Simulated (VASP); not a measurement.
# AlAs (F-43m) in VASP: a series of runs, part 2 of 3

VASP 6.6.1. The steps go on from the part before.

## Step 4: G0W0 quasiparticle levels, LDA

POSCAR reads:

```
AlAs
1.0
    0.0000000000      2.8304000000      2.8304000000
    2.8304000000      0.0000000000      2.8304000000
    2.8304000000      2.8304000000      0.0000000000
As Al
1 1
Direct
    0.7500000000      0.7500000000      0.7500000000
    0.0000000000      0.0000000000      0.0000000000
```

INCAR.step1 reads:

```
PREC = Accurate
ENCUT = 450
EDIFF = 1E-8
ISMEAR = 0
SIGMA = 0.01
LREAL = F
LASPH = T
NELM = 60
ALGO = Normal
LWAVE = T
LCHARG = F
```

INCAR.step2 reads:

```
PREC = Accurate
ENCUT = 450
EDIFF = 1E-8
ISMEAR = 0
SIGMA = 0.01
LREAL = F
LASPH = T
NELM = 1
ALGO = Exact
LWAVE = T
LCHARG = F
NBANDS = 122
LOPTICS = T
ISTART = 1
```

INCAR.step3 reads:

```
PREC = Accurate
ENCUT = 450
EDIFF = 1E-8
ISMEAR = 0
SIGMA = 0.01
LREAL = F
LASPH = T
ALGO = EVGW0
LWAVE = F
LCHARG = F
NELMGW = 1
NBANDS = 122
ENCUTGW = 110
NOMEGA = 50
PRECFOCK = Fast
ISTART = 1
NBANDSGW = 12
```

KPOINTS reads:

```
Automatic mesh
0
Gamma
  4 4 4
```

Potentials or basis: VASP PAW LDA potentials, release 64 (As_GW, Al_GW).

The run is started by

```sh
> cat potpaw_LDA.64/As_GW/POTCAR potpaw_LDA.64/Al_GW/POTCAR > POTCAR
> cp INCAR.step1 INCAR
> mpirun -np 1 vasp_std > vasp.out
> cp INCAR.step2 INCAR
> mpirun -np 1 vasp_std > vasp.out
> cp INCAR.step3 INCAR
> mpirun -np 1 vasp_std > vasp.out
```

OUTCAR:

```text
PREC = Accurate
   ENCUT = 450
   EDIFF = 1E-8
   ISMEAR = 0
   LREAL = F
   LASPH = T
   NELMGW = 1
   ENCUTGW = 110
   PRECFOCK = Fast
   ISTART = 1

 ion  position               nearest neighbor table
   1  0.750  0.750  0.750-   2 2.45   2 2.45   2 2.45   2 2.45
   2  0.000  0.000  0.000-   1 2.45   1 2.45   1 2.45   1 2.45

  LATTYP: Found a face centered cubic cell.
 ALAT       =     5.6608000000

  Lattice vectors:

 A1 = (   0.0000000000,   2.8304000000,   2.8304000000)
 A2 = (   2.8304000000,   0.0000000000,   2.8304000000)
 A3 = (   2.8304000000,   2.8304000000,   0.0000000000)

Analysis of symmetry for initial positions (statically):
=====================================================================
 Subroutine PRICEL returns:
 Original cell was already a primitive cell.

 Routine SETGRP: Setting up the symmetry group for a
 face centered cubic supercell.

 Subroutine GETGRP returns: Found 24 space group operations
 (whereof 24 operations were pure point group operations)
 out of a pool of 48 trial point group operations.

The static configuration has the point symmetry T_d .

Analysis of symmetry for dynamics (positions and initial velocities):
=====================================================================
 Subroutine PRICEL returns:
 Original cell was already a primitive cell.

 Routine SETGRP: Setting up the symmetry group for a
 face centered cubic supercell.

 Subroutine GETGRP returns: Found 24 space group operations
 (whereof 24 operations were pure point group operations)
 out of a pool of 48 trial point group operations.

The dynamic configuration has the point symmetry T_d .

 Subroutine INISYM returns: Found 24 space group operations
 (whereof 24 operations are pure point group operations),
 and found     1 'primitive' translations

----------------------------------------------------------------------------------------

                                     Primitive cell

  volume of cell :      45.3496

  direct lattice vectors                    reciprocal lattice vectors
     0.000000000  2.830400000  2.830400000    -0.176653477  0.176653477  0.176653477
     2.830400000  0.000000000  2.830400000     0.176653477 -0.176653477  0.176653477
     2.830400000  2.830400000  0.000000000     0.176653477  0.176653477 -0.176653477

  length of vectors
     4.002790067  4.002790067  4.002790067     0.305972797  0.305972797  0.305972797

  position of ions in fractional coordinates (direct lattice)
     0.750000000  0.750000000  0.750000000
     0.000000000  0.000000000  0.000000000

  ion indices of the primitive-cell ions
   primitive index   ion index
                 1           1
                 2           2

----------------------------------------------------------------------------------------

 KPOINTS: Automatic mesh

Automatic generation of k-mesh.
 Grid dimensions read from file:
 generate k-points for:    4    4    4

 Generating k-lattice:

  Cartesian coordinates                     Fractional coordinates (reciprocal lattice)
    -0.044163369  0.044163369  0.044163369     0.250000000  0.000000000  0.000000000
     0.044163369 -0.044163369  0.044163369     0.000000000  0.250000000  0.000000000
     0.044163369  0.044163369 -0.044163369     0.000000000  0.000000000  0.250000000

  Length of vectors
     0.076493199  0.076493199  0.076493199

  Shift w.r.t. Gamma in fractional coordinates (k-lattice)
     0.000000000  0.000000000  0.000000000

 Subroutine IBZKPT returns following result:
 ===========================================

 Found      8 irreducible k-points:

 Following reciprocal coordinates:
            Coordinates               Weight
  0.000000  0.000000  0.000000      1.000000
  0.250000  0.000000  0.000000      8.000000
  0.500000  0.000000  0.000000      4.000000
  0.250000  0.250000  0.000000      6.000000
  0.500000  0.250000  0.000000     24.000000
 -0.250000  0.250000  0.000000     12.000000
  0.500000  0.500000  0.000000      3.000000
 -0.250000  0.500000  0.250000      6.000000
   k-points           NKPTS =      8   k-points in BZ     NKDIM =     64   number of bands    NBANDS=    122
   number of dos      NEDOS =    301   number of ions     NIONS =      2
   total plane-waves  NPLWV =  21952
   dimension x,y,z NGX =    28 NGY =   28 NGZ =   28
   dimension x,y,z NGXF=    56 NGYF=   56 NGZF=   56
   ions per type =               1   1
   NGX,Y,Z   is equivalent  to a cutoff of  11.63, 11.63, 11.63 a.u.
   NGXF,Y,Z  is equivalent  to a cutoff of  23.26, 23.26, 23.26 a.u.
 SYSTEM =  unknown system
   PREC   = accura    normal or accurate (medium, high low for compatibility)
   ISTART =      1    job   : 0-new  1-cont  2-samecut
   ICHARG =      0    charge: 1-file 2-atom 10-const
   ISPIN  =      1    spin polarized calculation?
   LNONCOLLINEAR =      F non collinear calculations
   LSORBIT =      F    spin-orbit coupling
   LASPH  =      T    aspherical Exc in radial PAW
   ENCUT  =  450.0 eV  33.07 Ry    5.75 a.u.   6.92  6.92  6.92*2*pi/ulx,y,z
   NELM   =     60;   NELMIN=  2; NELMDL=  0     # of ELM steps
   EDIFF  = 0.1E-07   stopping-criterion for ELM
   LREAL  =      F    real-space projection
   EDIFFG = 0.1E-06   stopping-criterion for IOM
   NSW    =      0    number of steps for IOM
   IBRION =     -1    ionic relax: 0-MD 1-quasi-New 2-CG
   NFREE  =      0    steps in history (QN), initial steepest desc. (CG)
   ISIF   =      0    stress and relaxation
   ISYM   =      3    0-nonsym 1-usesym 2-fastsym
   POTIM  = 0.5000    time-step for ionic-motion
   TEBEG  =    0.0;   TEEND  =   0.0 temperature during run
   PSTRESS=    0.0 pullay stress
   NELECT =       8.0000    total number of electrons
   NUPDOWN=      -1.0000    fix difference up-down
   EMIN   =  10.00;   EMAX   =-10.00  energy-range for DOS
   EFERMI =   0.00;   METHOD = LEGACY
   ISMEAR =     0;   SIGMA  =   0.01  broadening in eV -4-tet -1-fermi 0-gaus
   EFERMI_NEDOS =   21; number of points for ismear=-14 and -15
   IALGO  =     38    algorithm
   IMIX   =      4    mixing-type and parameters
     AMIX     =   0.40;   BMIX     =  1.00
     AMIX_MAG =   1.60;   BMIX_MAG =  1.00
  volume/ion in A,a.u.               =      22.67       153.02
  Fermi-wavevector in a.u.,A,eV,Ry     =   0.918150  1.735052 11.469706  0.843000
  Thomas-Fermi vector in A             =   2.043199
   LORBIT       =      0    0 simple, 1 ext, 2 COOP (PROOUT), +10 PAW based schemes
   GGA     = CA    functional components
   LHFCALC =     T    Hartree Fock is set to
   PRECFOCK=fast      Normal, Fast or Accurate (Low or Medium for compatibility)
   ENCUT4O =  -1.0   cutoff for four orbital integrals eV
   NKREDX  =     1    reduce k-point grid by
   NKREDY  =     1    reduce k-point grid by
   NKREDZ  =     1    reduce k-point grid by
   AEXX    =    1.0000 exact exchange contribution
   HFSCREEN=    0.0000 screening length (either q_TF or 0.3 A-1)
   HFSCREENC=   0.0000 screening length for correlation (either q_TF or 0.3 A-1)
   ENCUTFOCK=  -1.0 apply spherical cutoff to Coloumb kernel
   IVDW    =     0    specifies the selected vdW correction
   LEPSILON=     F    determine dielectric tensor
   LRPA    =     F    only Hartree local field effects (RPA)
   LRPAFORCE           =     F    calculate RPA forces
   ENCUTGW             = 110.0    cutoff for response function in eV
   ENCUTGWSOFT         =  88.0    soft cutoff for Coulomb kernel in GW response function in eV
   ENCUTLF             =  -1.0    cutoff for local field effects
   NELMGW              =     1    number of iterations in solving QP/BSE equation
   NELMHF              =     1    number of iterations in the inner HF iteration
   NKREDLFX            =     1    NKREDLFY  =   1   NKREDLFZ  =   1
 non-spin polarized calculation
 Gauss-broadening in eV      SIGMA  =   0.01
  energy-cutoff  :      450.00
  volume of cell :       45.35
 maximum number of plane-waves:       992
  NGX = 16; NGY = 16; NGZ = 16
   NGX = 13   NGY = 13   NGZ = 13
 maximum number of plane-waves:       125
 NGX is ok and might be reduce to    14

 QP shifts <psi_nk| G(iteration)W_0 |psi_nk>: iteration 1
 for sc-GW calculations column KS-energies equals QP-energies in previous step
 and V_xc(KS)=  KS-energies - (<T + V_ion + V_H > + <T+V_H+V_ion>^1  + <V_x>^1)

 k-point   1 :       0.0000    0.0000    0.0000
  band No.  KS-energies  QP-energies   sigma(KS)   V_xc(KS)     V^pw_x(r,r')   Z            occupation Imag(sigma)

      1      -8.4760      -8.7788     -11.6221     -11.1550     -17.8929       0.6484       2.0000       1.1254
      2       3.4237       3.0813     -11.9611     -11.5145     -13.2710       0.7670       2.0000       0.0677
      3       3.4237       3.0813     -11.9611     -11.5145     -13.2710       0.7670       2.0000       0.0677
      4       3.4237       3.0813     -11.9611     -11.5145     -13.2710       0.7670       2.0000       0.0677
      5       5.2809       6.0037      -9.3959     -10.3369      -5.5781       0.7681       0.0000      -0.0721
      6       7.6367       8.0122      -8.9102      -9.4096      -4.5446       0.7518       0.0000      -0.1019
      7       7.6367       8.0122      -8.9102      -9.4096      -4.5446       0.7518       0.0000      -0.1019
      8       7.6367       8.0122      -8.9102      -9.4096      -4.5446       0.7518       0.0000      -0.1019
      9      12.0099      12.3006      -7.6114      -7.9960      -2.2695       0.7558       0.0000      -0.2940
     10      12.4307      12.7189      -8.8849      -9.2721      -3.6427       0.7440       0.0000      -0.2429
     11      12.4307      12.7189      -8.8849      -9.2721      -3.6427       0.7440       0.0000      -0.2429
     12      14.7053      14.8708      -7.7431      -7.9647      -2.0093       0.7464       0.0000      -0.5223
[... 100 lines left out ...]
      1      -6.4693      -6.6427     -12.3754     -12.1256     -17.8935       0.6941       2.0000       0.8383
      2      -1.7015      -2.1418     -10.8760     -10.2470     -14.0291       0.7000       2.0000       0.2344
      3       0.2049      -0.2697     -10.7518     -10.1036     -12.9427       0.7322       2.0000       0.1223
      4       0.5603       0.1083     -10.6251     -10.0117     -12.5686       0.7368       2.0000       0.1030
      5       7.6507       7.9163      -8.8166      -9.1672      -4.6576       0.7576       0.0000      -0.1005
      6       8.9698       9.4905      -9.6340     -10.3320      -4.9859       0.7461       0.0000      -0.1380
      7       9.0039       9.4349      -8.6619      -9.2408      -3.7320       0.7445       0.0000      -0.1622
      8       9.3629       9.6213      -8.5511      -8.8930      -3.9403       0.7556       0.0000      -0.1337
      9      13.8822      14.2945      -9.4766     -10.0481      -3.3604       0.7214       0.0000      -0.5057
     10      15.6433      16.0364      -9.8237     -10.3574      -3.7110       0.7365       0.0000      -0.5804
     11      15.8867      16.2702      -9.1848      -9.7021      -2.9926       0.7415       0.0000      -0.6587
     12      17.2765      17.6755      -9.4041      -9.9490      -3.1981       0.7323       0.0000      -0.6986
```

Run time: 37 s. Hardware: 1 thread of Intel Xeon 6975P-C (Granite Rapids), shared host; peak memory 0.34 GiB.

Results:

```yaml
Band_gap_on_the_k_mesh_mean-field_level: 1.30 eV, indirect (least direct gap 1.86 eV)
Quasiparticle_gap: 1.89 eV
Least_direct_quasiparticle_gap: 2.92 eV
```

Levels at points of the mesh, in eV from the valence-band top:
| k point | band 1 | band 2 | band 3 | band 4 | band 5 | band 6 | band 7 | band 8 |
| --- | --- | --- | --- | --- | --- | --- | --- | --- |
| (0.00, 0.00, 0.00) | -11.90 | 0.00 | 0.00 | 0.00 | 1.86 | 4.21 | 4.21 | 4.21 |
| (0.50, 0.00, 0.00) | -10.48 | -5.62 | -0.83 | -0.83 | 1.99 | 4.60 | 4.60 | 7.55 |
| (0.50, 0.50, 0.00) | -9.93 | -5.47 | -2.19 | -2.19 | 1.30 | 2.17 | 10.17 | 10.17 |

Caveat: the k mesh is coarse (spacing up to 0.48 Å⁻¹), so the values aren't converged; bands, screening cutoff and mesh are small and nothing is extrapolated, so the quasiparticle values aren't converged. A k mesh can miss the band edges.

## Step 5: Band structure, PBE

POSCAR is that of step 4.

INCAR.step1 reads:

```
SYSTEM = AlAs
PREC     = Accurate       ! precision mode
ENCUT    = 520            ! plane-wave cutoff, eV
EDIFF    = 1E-6           ! SCF threshold, eV
ISMEAR   = 0              ! smearing method
SIGMA    = 0.02           ! smearing width, eV
LREAL    = .FALSE.        ! projectors in reciprocal space
LASPH    = .TRUE.         ! aspherical terms in the spheres
NELM     = 100            ! most SCF steps
ALGO     = Fast           ! electronic algorithm
ISIF     = 2              ! what is computed and relaxed
LWAVE    = .FALSE.        ! write WAVECAR
LCHARG   = .TRUE.         ! write CHGCAR
GGA      = PE             ! functional
NBANDS   = 11             ! bands
```

KPOINTS.step1 reads:

```
regular mesh
0
G
  8 8 8
  0 0 0
```

INCAR.step2 reads:

```
SYSTEM = AlAs
PREC     = Accurate       ! precision mode
ENCUT    = 520            ! plane-wave cutoff, eV
EDIFF    = 1E-6           ! SCF threshold, eV
ISMEAR   = 0              ! smearing method
SIGMA    = 0.05           ! smearing width, eV
LREAL    = .FALSE.        ! projectors in reciprocal space
LASPH    = .TRUE.         ! aspherical terms in the spheres
NELM     = 100            ! most SCF steps
ALGO     = Fast           ! electronic algorithm
ISIF     = 2              ! what is computed and relaxed
LWAVE    = .FALSE.        ! write WAVECAR
LCHARG   = .FALSE.        ! write CHGCAR
GGA      = PE             ! functional
NBANDS   = 11             ! bands
ICHARG   = 11             ! starting density
```

KPOINTS.step2 reads:

```
path GXWKGLUWLK,UX
10
line-mode
reciprocal
 0.0000000000  0.0000000000  0.0000000000  G
 0.5000000000  0.0000000000  0.5000000000  X

 0.5000000000  0.0000000000  0.5000000000  X
 0.5000000000  0.2500000000  0.7500000000  W

 0.5000000000  0.2500000000  0.7500000000  W
 0.3750000000  0.3750000000  0.7500000000  K

 0.3750000000  0.3750000000  0.7500000000  K
 0.0000000000  0.0000000000  0.0000000000  G

 0.0000000000  0.0000000000  0.0000000000  G
 0.5000000000  0.5000000000  0.5000000000  L

 0.5000000000  0.5000000000  0.5000000000  L
 0.6250000000  0.2500000000  0.6250000000  U

 0.6250000000  0.2500000000  0.6250000000  U
 0.5000000000  0.2500000000  0.7500000000  W

 0.5000000000  0.2500000000  0.7500000000  W
 0.5000000000  0.5000000000  0.5000000000  L

 0.5000000000  0.5000000000  0.5000000000  L
 0.3750000000  0.3750000000  0.7500000000  K

 0.6250000000  0.2500000000  0.6250000000  U
 0.5000000000  0.0000000000  0.5000000000  X
```

Potentials or basis: VASP PAW PBE potentials, release 64 (As, Al).

The run is started by

```sh
> cat potpaw_PBE.64/As/POTCAR potpaw_PBE.64/Al/POTCAR > POTCAR
> cp INCAR.step1 INCAR
> cp KPOINTS.step1 KPOINTS
> mpirun -np 1 vasp_std > vasp.out
> cp INCAR.step2 INCAR
> cp KPOINTS.step2 KPOINTS
> mpirun -np 1 vasp_std > vasp.out
```

It took 25 s on 1 thread of Intel Xeon Platinum 8488C (Sapphire Rapids), shared host; peak memory 0.19 GiB.

It converged, with:

| Quantity | Value |
| --- | --- |
| Band gap on the k mesh | 1.43 eV, indirect (least direct gap 2.06 eV) |
| Band gap along the path | 1.43 eV, indirect (least direct gap 2.06 eV) |

Levels at the corners of the path, in eV from the valence-band top:
| point | band 1 | band 2 | band 3 | band 4 | band 5 | band 6 | band 7 | band 8 |
| --- | --- | --- | --- | --- | --- | --- | --- | --- |
| Γ | -11.87 | 0.00 | 0.00 | 0.00 | 2.06 | 4.29 | 4.29 | 4.29 |
| X | -9.89 | -5.43 | -2.17 | -2.17 | 1.43 | 2.29 | 10.33 | 10.33 |
| X | -9.89 | -5.43 | -2.17 | -2.17 | 1.43 | 2.29 | 10.33 | 10.33 |
| W | -9.86 | -5.09 | -3.18 | -2.83 | 4.33 | 5.64 | 5.71 | 6.05 |
| W | -9.86 | -5.09 | -3.18 | -2.83 | 4.33 | 5.64 | 5.71 | 6.05 |
| K | -9.92 | -5.18 | -3.41 | -1.80 | 2.24 | 4.97 | 8.17 | 8.33 |
| K | -9.92 | -5.18 | -3.41 | -1.80 | 2.24 | 4.97 | 8.17 | 8.33 |
| Γ | -11.87 | 0.00 | 0.00 | 0.00 | 2.06 | 4.29 | 4.29 | 4.29 |
| Γ | -11.87 | 0.00 | 0.00 | 0.00 | 2.06 | 4.29 | 4.29 | 4.29 |
| L | -10.44 | -5.57 | -0.83 | -0.83 | 2.14 | 4.68 | 4.68 | 7.75 |
| L | -10.44 | -5.57 | -0.83 | -0.83 | 2.14 | 4.68 | 4.68 | 7.75 |
| U | -9.92 | -5.18 | -3.41 | -1.80 | 2.24 | 4.97 | 8.17 | 8.33 |
| U | -9.92 | -5.18 | -3.41 | -1.80 | 2.24 | 4.97 | 8.17 | 8.33 |
| W | -9.86 | -5.09 | -3.18 | -2.83 | 4.33 | 5.64 | 5.71 | 6.05 |
| W | -9.86 | -5.09 | -3.18 | -2.83 | 4.33 | 5.64 | 5.71 | 6.05 |
| L | -10.44 | -5.57 | -0.83 | -0.83 | 2.14 | 4.68 | 4.68 | 7.75 |
| L | -10.44 | -5.57 | -0.83 | -0.83 | 2.14 | 4.68 | 4.68 | 7.75 |
| K | -9.92 | -5.18 | -3.41 | -1.80 | 2.24 | 4.97 | 8.17 | 8.33 |
| U | -9.92 | -5.18 | -3.41 | -1.80 | 2.24 | 4.97 | 8.17 | 8.33 |
| X | -9.89 | -5.43 | -2.17 | -2.17 | 1.43 | 2.29 | 10.33 | 10.33 |

Caveat: the log is that of the step along the path at fixed density, whose energy, stress, charges and moments have no meaning.

(Continued in part 3 of 3.)
